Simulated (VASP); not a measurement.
# GaSb (I-4m2) in VASP: settings compared

Aim: see how the results for GaSb move with the level of theory and the settings. Levels: PBE, PBEsol. Tasks: single point.

All numbers are computed with VASP 6.6.1; they aren't measurements. Logs are shortened: lines on timing, memory, paths and dates and some standing lists are left out, and cuts for length are marked.

### Step 1. The cell of the first run

It takes space group I-4m2 (No. 119, tetragonal). The conventional cell has a = 5.825 Å, b = 5.825 Å, c = 3.079 Å, α = 90.00°, β = 90.00°, γ = 90.00°. Ga (site symmetry -4m2) is surrounded by 4 Sb at 3.01 Å and 2 Ga at 3.08 Å. Sb (site symmetry -4m2) has 4 Ga at 3.01 Å and 2 Sb at 3.08 Å as nearest neighbours.

Measurements of this composition are mostly on another form, of space group No. 216.

### Step 2. Single point, PBE (strained and moved within the space group)

File INCAR:

```
SYSTEM = GaSb
PREC = Accurate
ENCUT = 520
EDIFF = 1E-6
ISMEAR = 0
SIGMA = 0.1
LREAL = .FALSE.
LASPH = .TRUE.
NELM = 100
ALGO = Fast
ISIF = 2
LWAVE = .FALSE.
LCHARG = .TRUE.
GGA = PE
LELF = .TRUE.
LVHAR = .TRUE.
NBANDS = 16
```

File KPOINTS:

```
Automatic mesh
0
G
  16 16 16
  0 0 0
```

File POSCAR:

```
GaSb
1.0
   -2.9127201569      2.9127201569      1.5395657700
    2.9127201569     -2.9127201569      1.5395657700
    2.9127201569      2.9127201569     -1.5395657700
Ga Sb
1 1
Direct
    0.2500000000      0.7500000000      0.5000000000
    0.0000000000      0.0000000000      0.0000000000
```

Potentials or basis: VASP PAW PBE potentials, release 64 (Ga_d, Sb).

Command:

```sh
cat potpaw_PBE.64/Ga_d/POTCAR potpaw_PBE.64/Sb/POTCAR > POTCAR
mpirun -np 1 vasp_std > vasp.out
```

OUTCAR:

```text
SYSTEM = GaSb
   PREC = Accurate
   ENCUT = 520
   EDIFF = 1E-6
   ISMEAR = 0
   LREAL = .FALSE.
   LASPH = .TRUE.
   NELM = 100
   ISIF = 2
   GGA = PE

 ion  position               nearest neighbor table
   1  0.250  0.750  0.500-   2 3.01   2 3.01   2 3.01   2 3.01
   2  0.000  0.000  0.000-   1 3.01   1 3.01   1 3.01   1 3.01

  LATTYP: Found a body centered tetragonal cell.
 ALAT       =     5.8254403138
 C/A-ratio  =     0.5285663184

  Lattice vectors:

 A1 = (  -2.9127201569,   2.9127201569,   1.5395657700)
 A2 = (   2.9127201569,  -2.9127201569,   1.5395657700)
 A3 = (   2.9127201569,   2.9127201569,  -1.5395657700)

Analysis of symmetry for initial positions (statically):
=====================================================================
 Subroutine PRICEL returns:
 Original cell was already a primitive cell.

 Routine SETGRP: Setting up the symmetry group for a
 body centered tetragonal supercell.

 Subroutine GETGRP returns: Found  8 space group operations
 (whereof  8 operations were pure point group operations)
 out of a pool of 16 trial point group operations.

The static configuration has the point symmetry D_2d.

Analysis of symmetry for dynamics (positions and initial velocities):
=====================================================================
 Subroutine PRICEL returns:
 Original cell was already a primitive cell.

 Routine SETGRP: Setting up the symmetry group for a
 body centered tetragonal supercell.

 Subroutine GETGRP returns: Found  8 space group operations
 (whereof  8 operations were pure point group operations)
 out of a pool of 16 trial point group operations.

The dynamic configuration has the point symmetry D_2d.

 Subroutine INISYM returns: Found  8 space group operations
 (whereof  8 operations are pure point group operations),
 and found     1 'primitive' translations

----------------------------------------------------------------------------------------

                                     Primitive cell

  volume of cell :      52.2463

  direct lattice vectors                    reciprocal lattice vectors
    -2.912720157  2.912720157  1.539565770     0.000000000  0.171660844  0.324766898
     2.912720157 -2.912720157  1.539565770     0.171660844  0.000000000  0.324766898
     2.912720157  2.912720157 -1.539565770     0.171660844  0.171660844  0.000000000

  length of vectors
     4.397515229  4.397515229  4.397515229     0.367343141  0.367343141  0.242765093

  position of ions in fractional coordinates (direct lattice)
     0.250000000  0.750000000  0.500000000
     0.000000000  0.000000000  0.000000000

  ion indices of the primitive-cell ions
   primitive index   ion index
                 1           1
                 2           2

----------------------------------------------------------------------------------------

 KPOINTS: Automatic mesh

Automatic generation of k-mesh.
 Grid dimensions read from file:
 generate k-points for:   16   16   16

 Generating k-lattice:

  Cartesian coordinates                     Fractional coordinates (reciprocal lattice)
     0.000000000  0.010728803  0.020297931     0.062500000 -0.000000000  0.000000000
     0.010728803  0.000000000  0.020297931    -0.000000000  0.062500000  0.000000000
     0.010728803  0.010728803  0.000000000     0.000000000  0.000000000  0.062500000

  Length of vectors
     0.022958946  0.022958946  0.015172818

  Shift w.r.t. Gamma in fractional coordinates (k-lattice)
     0.000000000  0.000000000  0.000000000

 Subroutine IBZKPT returns following result:
 ===========================================

 Found    349 irreducible k-points:

 Following reciprocal coordinates:
            Coordinates               Weight
  0.000000  0.000000  0.000000      1.000000
  0.062500 -0.000000  0.000000      8.000000
  0.125000 -0.000000  0.000000      8.000000
  0.187500  0.000000  0.000000      8.000000
  0.250000 -0.000000  0.000000      8.000000
  0.312500  0.000000  0.000000      8.000000
[... 16 lines left out ...]
 -0.125000  0.062500 -0.000000     16.000000
 -0.062500  0.062500  0.000000      4.000000
 [... further k-points ...]
   k-points           NKPTS =    349   k-points in BZ     NKDIM =    349   number of bands    NBANDS=     16
   number of dos      NEDOS =    301   number of ions     NIONS =      2
   total plane-waves  NPLWV =  46656
   dimension x,y,z NGX =    36 NGY =   36 NGZ =   36
   dimension x,y,z NGXF=    72 NGYF=   72 NGZF=   72
   ions per type =               1   1
   NGX,Y,Z   is equivalent  to a cutoff of  13.61, 13.61, 13.61 a.u.
   NGXF,Y,Z  is equivalent  to a cutoff of  27.22, 27.22, 27.22 a.u.
 SYSTEM =  GaSb
   PREC   = accura    normal or accurate (medium, high low for compatibility)
   ISTART =      0    job   : 0-new  1-cont  2-samecut
   ICHARG =      2    charge: 1-file 2-atom 10-const
   ISPIN  =      1    spin polarized calculation?
   LNONCOLLINEAR =      F non collinear calculations
   LSORBIT =      F    spin-orbit coupling
   LASPH  =      T    aspherical Exc in radial PAW
   ENCUT  =  520.0 eV  38.22 Ry    6.18 a.u.   8.18  8.18  8.18*2*pi/ulx,y,z
   NELM   =    100;   NELMIN=  2; NELMDL= -5     # of ELM steps
   EDIFF  = 0.1E-05   stopping-criterion for ELM
   LREAL  =      F    real-space projection
   EDIFFG = 0.1E-04   stopping-criterion for IOM
   NSW    =      0    number of steps for IOM
   IBRION =     -1    ionic relax: 0-MD 1-quasi-New 2-CG
   NFREE  =      0    steps in history (QN), initial steepest desc. (CG)
   ISIF   =      2    stress and relaxation
   ISYM   =      2    0-nonsym 1-usesym 2-fastsym
   POTIM  = 0.5000    time-step for ionic-motion
   TEBEG  =    0.0;   TEEND  =   0.0 temperature during run
   PSTRESS=    0.0 pullay stress
   NELECT =      18.0000    total number of electrons
   NUPDOWN=      -1.0000    fix difference up-down
   EMIN   =  10.00;   EMAX   =-10.00  energy-range for DOS
   EFERMI =   0.00;   METHOD = LEGACY
   ISMEAR =     0;   SIGMA  =   0.10  broadening in eV -4-tet -1-fermi 0-gaus
   EFERMI_NEDOS =   21; number of points for ismear=-14 and -15
   IALGO  =     68    algorithm
   IMIX   =      4    mixing-type and parameters
     AMIX     =   0.40;   BMIX     =  1.00
     AMIX_MAG =   1.60;   BMIX_MAG =  1.00
  volume/ion in A,a.u.               =      26.12       176.29
  Fermi-wavevector in a.u.,A,eV,Ry     =   1.147661  2.168765 17.920594  1.317127
  Thomas-Fermi vector in A             =   2.284340
   LORBIT       =      0    0 simple, 1 ext, 2 COOP (PROOUT), +10 PAW based schemes
   GGA     = PE    functional components
   LHFCALC =     F    Hartree Fock is set to
   AEXX    =    0.0000 exact exchange contribution
   IVDW    =     0    specifies the selected vdW correction
   LEPSILON=     F    determine dielectric tensor
   LRPA    =     F    only Hartree local field effects (RPA)
 non-spin polarized calculation
 RMM-DIIS sequential band-by-band and
 Gauss-broadening in eV      SIGMA  =   0.10
  energy-cutoff  :      520.00
  volume of cell :       52.25
 maximum number of plane-waves:      1429
 NGX is ok and might be reduce to    36
   NGX = 17   NGY = 17   NGZ = 17

 number of electron      18.0000004 magnetization

 Free energy of the ion-electron system (eV)
  ---------------------------------------------------
  ext. energy  EPLUGINS =         0.00000000
  ---------------------------------------------------
  free energy    TOTEN  =        -6.92028255 eV

  energy without entropy =       -6.91557017  energy(sigma->0) =       -6.91792636

 E-fermi :   5.6888     XC(G=0):  -9.8762

 val. band max:        5.6872924661   @ k =   0.5000   0.2500   0.1250
 cond. band min:       5.6918446027   @ k =   0.3125   0.1250   0.0000
 fundamental gap:      0.0045521366
 Fermi energy:         5.6887675155

 k-point     1 :       0.0000    0.0000    0.0000
  band No.  band energies     occupation
      1      -9.1920      2.00000
      2      -9.0874      2.00000
      3      -9.0821      2.00000
      4      -9.0530      2.00000
      5      -9.0530      2.00000
      6      -5.7501      2.00000
[... 8 lines left out ...]
     15      15.3228      0.00000
     16      15.5784      0.00000

 k-point     2 :       0.0625   -0.0000    0.0000
  band No.  band energies     occupation
      1      -9.1855      2.00000
      2      -9.0875      2.00000
      3      -9.0814      2.00000
      4      -9.0556      2.00000
      5      -9.0556      2.00000
      6      -5.6744      2.00000
[... 8 lines left out ...]
     15      15.2943      0.00000
     16      15.9485      0.00000

 k-point     3 :       0.1250   -0.0000    0.0000
  band No.  band energies     occupation
      1      -9.1673      2.00000
      2      -9.0877      2.00000
      3      -9.0794      2.00000
      4      -9.0632      2.00000
      5      -9.0631      2.00000
      6      -5.4479      2.00000
[... 8 lines left out ...]
     15      14.9812      0.00000
     16      15.2641      0.00000

 k-point     4 :       0.1875    0.0000    0.0000
  band No.  band energies     occupation
      1      -9.1401      2.00000
      2      -9.0882      2.00000
      3      -9.0780      2.00000
      4      -9.0745      2.00000
      5      -9.0729      2.00000
      6      -5.0725      2.00000
[... 8 lines left out ...]
     15      14.0885      0.00000
     16      14.5116      0.00000

 k-point     5 :       0.2500   -0.0000    0.0000
  band No.  band energies     occupation
      1      -9.1087      2.00000
      2      -9.0904      2.00000
      3      -9.0887      2.00000
      4      -9.0855      2.00000
      5      -9.0719      2.00000
      6      -4.5534      2.00000
[... 8 lines left out ...]
     15      13.3299      0.00000
     16      14.4551      0.00000

 k-point     6 :       0.3125    0.0000    0.0000
  band No.  band energies     occupation
      1      -9.1043      2.00000
      2      -9.1020      2.00000
      3      -9.0879      2.00000
      4      -9.0742      2.00000
      5      -9.0684      2.00000
      6      -3.9033      2.00000
[... 8 lines left out ...]
     15      12.7911      0.00000
     16      14.8759      0.00000

 k-point     7 :       0.3750    0.0000    0.0000
  band No.  band energies     occupation
      1      -9.1153      2.00000
      2      -9.1132      2.00000
      3      -9.0884      2.00000
      4      -9.0654      2.00000
      5      -9.0473      2.00000
      6      -3.1546      2.00000
[... 8 lines left out ...]
     15      13.4081      0.00000
     16      15.5207      0.00000

 k-point     8 :       0.4375   -0.0000    0.0000
  band No.  band energies     occupation
      1      -9.1229      2.00000
      2      -9.1208      2.00000
      3      -9.0886      2.00000
      4      -9.0633      2.00000
      5      -9.0291      2.00000
      6      -2.4099      2.00000
[... 8 lines left out ...]
     15      14.7358      0.00000
     16      15.9247      0.00000

 k-point     9 :       0.5000   -0.0000    0.0000
  band No.  band energies     occupation
      1      -9.1256      2.00000
      2      -9.1234      2.00000
      3      -9.0887      2.00000
      4      -9.0626      2.00000
      5      -9.0226      2.00000
      6      -2.0240      2.00000
[... 8 lines left out ...]
     15      15.1158      0.00000
     16      15.8088      0.00000
[... 172 lines left out ...]
 k-point    19 :      -0.3750    0.0625    0.0000
  band No.  band energies     occupation
      1      -9.1050      2.00000
      2      -9.1020      2.00000
      3      -9.0889      2.00000
      4      -9.0735      2.00000
      5      -9.0673      2.00000
      6      -3.7545      2.00000
[... 8 lines left out ...]
     15      13.3075      0.00000
     16      14.7426      0.00000

 k-point    20 :      -0.3125    0.0625   -0.0000
  band No.  band energies     occupation
      1      -9.1084      2.00000
      2      -9.0917      2.00000
      3      -9.0889      2.00000
      4      -9.0855      2.00000
      5      -9.0706      2.00000
      6      -4.4221      2.00000
[... 8 lines left out ...]
     15      13.7498      0.00000
     16      14.3388      0.00000

 k-point    21 :      -0.2500    0.0625    0.0000
  band No.  band energies     occupation
      1      -9.1395      2.00000
      2      -9.0898      2.00000
      3      -9.0779      2.00000
      4      -9.0743      2.00000
      5      -9.0718      2.00000
      6      -4.9641      2.00000
[... 8 lines left out ...]
     15      14.3530      0.00000
     16      14.5562      0.00000

 k-point    22 :      -0.1875    0.0625   -0.0000
  band No.  band energies     occupation
      1      -9.1668      2.00000
      2      -9.0890      2.00000
      3      -9.0787      2.00000
      4      -9.0633      2.00000
      5      -9.0627      2.00000
      6      -5.3652      2.00000
[... 8 lines left out ...]
     15      15.1023      0.00000
     16      15.4023      0.00000

 k-point    23 :      -0.1250    0.0625   -0.0000
  band No.  band energies     occupation
      1      -9.1852      2.00000
      2      -9.0884      2.00000
      3      -9.0807      2.00000
      4      -9.0557      2.00000
      5      -9.0553      2.00000
      6      -5.6188      2.00000
[... 8 lines left out ...]
     15      15.5665      0.00000
     16      16.0597      0.00000

 k-point    24 :      -0.0625    0.0625    0.0000
  band No.  band energies     occupation
      1      -9.1918      2.00000
      2      -9.0879      2.00000
      3      -9.0817      2.00000
      4      -9.0530      2.00000
      5      -9.0528      2.00000
      6      -5.7222      2.00000
[... 8 lines left out ...]
     15      15.5088      0.00000
     16      15.6262      0.00000

 [... further k-points ...]
[... 5 lines left out ...]
  --------------------------------------------------------------------------------------
  -------------------------------------------------------------------------------------
  Total       -1.4016310     -1.4016310     -0.2952576      0.0000000      0.0000000      0.0000000
  in kB      -42.9821867    -42.9821867     -9.0543223      0.0000000      0.0000000      0.0000000
  external PRESSURE =     -31.6728986 kB  Pullay stress =       0.0000000 kB

 VOLUME and BASIS-vectors are now :
 -----------------------------------------------------------------------------
  energy-cutoff  :      520.00
  volume of cell :       52.25
      direct lattice vectors                 reciprocal lattice vectors
    -2.912720157  2.912720157  1.539565770     0.000000000  0.171660844  0.324766898
     2.912720157 -2.912720157  1.539565770     0.171660844  0.000000000  0.324766898
     2.912720157  2.912720157 -1.539565770     0.171660844  0.171660844  0.000000000

 POSITION                                       TOTAL-FORCE (eV/Angst)
 -----------------------------------------------------------------------------------
      2.91272      0.00000      0.76978         0.000000      0.000000     -0.000000
      0.00000      0.00000      0.00000        -0.000000     -0.000000      0.000000
 -----------------------------------------------------------------------------------
    total drift:                                0.000000     -0.000000      0.000000

  FREE ENERGIE OF THE ION-ELECTRON SYSTEM (eV)
  ---------------------------------------------------
  free  energy   TOTEN  =        -6.9202825518 eV

  energy  without entropy=       -6.9155701686  energy(sigma->0) =       -6.91792636
```

Run time: 2.3 min. Hardware: 1 thread of Intel Xeon 6975P-C (Granite Rapids), shared host; peak memory 0.45 GiB.

What came out:

* Free energy: -6.9203 eV
* Pressure: -3.2 GPa
* Band gap on the k mesh: none (metal or under the smearing width)

Stress tensor (GPa, compression positive):
```
-4.30  0.00  0.00
 0.00 -4.30  0.00
 0.00  0.00 -0.91
```

Levels at points of the mesh, in eV from the Fermi level:
```tsv
k point	band 6	band 7	band 8	band 9	band 10	band 11	band 12	band 13
(0.00, 0.00, 0.00)	-11.44	-3.93	-1.98	-1.98	3.30	5.77	6.11	6.11
(0.50, 0.00, 0.00)	-7.71	-5.04	-2.57	-1.14	-0.94	2.66	2.90	4.63
(0.50, 0.50, 0.00)	-10.34	-7.63	-0.41	1.19	1.55	1.65	5.37	7.60
(0.50, 0.50, 0.50)	-9.55	-6.00	-4.55	-4.55	4.68	6.32	8.61	8.61
```

Spin-orbit coupling is left out, which matters for the levels of Sb.

### Step 3. Single point, PBEsol (functional PBEsol, strained and moved within the space group)

File INCAR:

```
ALGO = Fast
EDIFF = 1E-6
ENCUT = 520
GGA = PS
ISIF = 2
ISMEAR = 0
LASPH = True
LCHARG = True
LELF = True
LREAL = False
LVHAR = True
LWAVE = False
NBANDS = 16
NELM = 100
PREC = Accurate
SIGMA = 0.1
```

File KPOINTS:

```
k-points
0
Gamma
  16 16 16
```

File POSCAR:

```
GaSb
1.0
   -2.7809683400      2.7809683400      1.6066140700
    2.7809683400     -2.7809683400      1.6066140700
    2.7809683400      2.7809683400     -1.6066140700
Ga Sb
1 1
Direct
    0.2500000000      0.7500000000      0.5000000000
    0.0000000000      0.0000000000      0.0000000000
```

Potentials or basis: VASP PAW PBE potentials, release 64 (Ga_d, Sb).

Command:

```sh
cat potpaw_PBE.64/Ga_d/POTCAR potpaw_PBE.64/Sb/POTCAR > POTCAR
mpirun -np 1 vasp_std > vasp.out
```

Wall time 1.7 min (1 thread of Intel Xeon 6975P-C (Granite Rapids), shared host); peak memory 0.41 GiB.

It converged, with:

```yaml
Free_energy: -7.8345 eV
Pressure: -4.0 GPa
Band_gap_on_the_k_mesh: none (metal or under the smearing width)
```

Stress tensor (GPa, compression positive):
```
-3.98  0.00  0.00
 0.00 -3.98  0.00
 0.00  0.00 -4.15
```

Levels at points of the mesh, in eV from the Fermi level:
```csv
k point,band 7,band 8,band 9,band 10,band 11,band 12
"(0.00, 0.00, 0.00)",-3.02,-1.77,-1.77,3.47,4.82,6.94
"(0.50, 0.00, 0.00)",-5.46,-2.42,-1.41,-1.09,2.44,3.20
"(0.50, 0.50, 0.00)",-7.84,0.03,1.80,2.06,2.30,4.42
"(0.50, 0.50, 0.50)",-5.83,-4.78,-4.78,3.35,4.88,10.05
```

Caveat: the PAW data sets were made with another functional, which shifts forces and pressure a little.

### Step 4. Single point, PBEsol (functional PBEsol, strained and moved within the space group)

File INCAR:

```
SYSTEM = GaSb
ALGO = Fast
EDIFF = 1E-7
ENCUT = 520
GGA = PS
ISIF = 2
ISMEAR = 0
LASPH = .TRUE.
LCHARG = .FALSE.
LREAL = .FALSE.
LWAVE = .FALSE.
NBANDS = 16
NELM = 100
PREC = Accurate
SIGMA = 0.1
```

File KPOINTS:

```
k-points
0
G
  16 16 16
  0 0 0
```

File POSCAR:

```
GaSb
1.0
   -2.6601201217      2.6601201217      1.5367979398
    2.6601201217     -2.6601201217      1.5367979398
    2.6601201217      2.6601201217     -1.5367979398
Ga Sb
1 1
Direct
    0.2500000000      0.7500000000      0.5000000000
    0.0000000000      0.0000000000      0.0000000000
```

Command:

```sh
cat potpaw_PBE.64/Ga_d/POTCAR potpaw_PBE.64/Sb/POTCAR > POTCAR
mpirun -np 1 vasp_std > vasp.out
```

It took 2.2 min on 1 thread of Intel Xeon 6975P-C (Granite Rapids), shared host; peak memory 0.36 GiB.

It converged, with:

```yaml
Free_energy: -7.8632 eV
Pressure: 3.6 GPa
Band_gap_on_the_k_mesh: none (metal or under the smearing width)
```

Stress tensor (GPa, compression positive):
```
4.01 0.00 0.00
0.00 4.01 0.00
0.00 0.00 2.72
```

Levels at points of the mesh, in eV from the Fermi level:
```tsv
k point	band 7	band 8	band 9	band 10	band 11	band 12
(0.00, 0.00, 0.00)	-2.62	-2.12	-2.12	3.21	5.67	7.69
(0.50, 0.00, 0.00)	-6.15	-2.49	-1.71	-1.31	2.22	3.55
(0.50, 0.50, 0.00)	-8.70	0.03	1.78	2.45	2.52	4.98
(0.50, 0.50, 0.50)	-6.23	-5.61	-5.61	3.72	5.11	11.52
```

Caveat: the PAW data sets were made with another functional, which shifts forces and pressure a little. The run has no spin-orbit coupling, so splittings on Sb are missing.

### Step 5. The runs side by side

| level | cell | further INCAR settings | gap on the mesh (eV) | pressure (GPa) |
| --- | --- | --- | --- | --- |
| PBE | strained and moved within the space group | ALGO = Fast; EDIFF = 1e-06; NBANDS = 16 | none | -3.2 |
| PBEsol | functional PBEsol, strained and moved within the space group | ALGO = Fast; EDIFF = 1e-06; NBANDS = 16 | none | -4.0 |
| PBEsol | functional PBEsol, strained and moved within the space group | ALGO = Fast; EDIFF = 1e-07; NBANDS = 16 | none | 3.6 |

Alike in all rows: task single point; potentials or basis VASP PAW PBE potentials, release 64 (Ga_d, Sb); no spin polarisation; k mesh 16 × 16 × 16; cutoff (eV) 520; smearing gaussian 0.1 eV.

Caveats: the PAW data sets were made with another functional, which shifts forces and pressure a little (some runs).

Total energies depend on the potentials used, so only differences within one code and one set of settings carry meaning.
